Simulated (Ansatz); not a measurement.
## Sb under changes of volume

One of the cells (26.213 Å³/atom); the others are scaled copies at fixed shape and fractional positions:

```
CELL_PARAMETERS angstrom
-1.87134 1.87134 1.87134
1.87134 -1.87134 1.87134
1.87134 1.87134 -1.87134
ATOMIC_POSITIONS crystal
Sb 0.00000 0.00000 0.00000
```

This isn't the form of Sb at room conditions, which is rhombohedral.

* Program: Ansatz 0.2.0
* Functional: PBE0
* Potentials or basis: Ansatz PAW
* Cutoff: 420 eV (not typed: the program's choice for these potentials)
* k mesh: 6 × 6 × 6
* Occupations: fermi-dirac, width 0.05 eV
* Spin: no spin polarisation

| volume (Å³/atom) | energy over the lowest point (meV/atom) | pressure (GPa) |
| --- | --- | --- |
| 24.640 | ? | ? |
| 25.165 | 17.71 | 4.3 |
| 25.689 | 6.47 | 2.6 |
| 26.213 | 0.76 | 1.0 |
| 26.737 | 0.00 | -0.5 |
| 27.262 | 3.74 | -1.8 |
| 27.786 | 20.67 | -1.7 |

What does the run at 24.640 Å³/atom give?

Energy over the lowest point 35.13 meV/atom; pressure 6.3 GPa.

The energies don't lie on one smooth curve, so no fit is given. The run at 27.786 Å³/atom lies farthest off, from a change of basis, grid or state.

Energies are extrapolated to zero smearing.

Caveats: all runs use coarse meshes; the PAW data sets come from PBE, with cores solved anew for the run's functional, which leaves a small shift of forces and pressure; the thresholds are loose for stress.
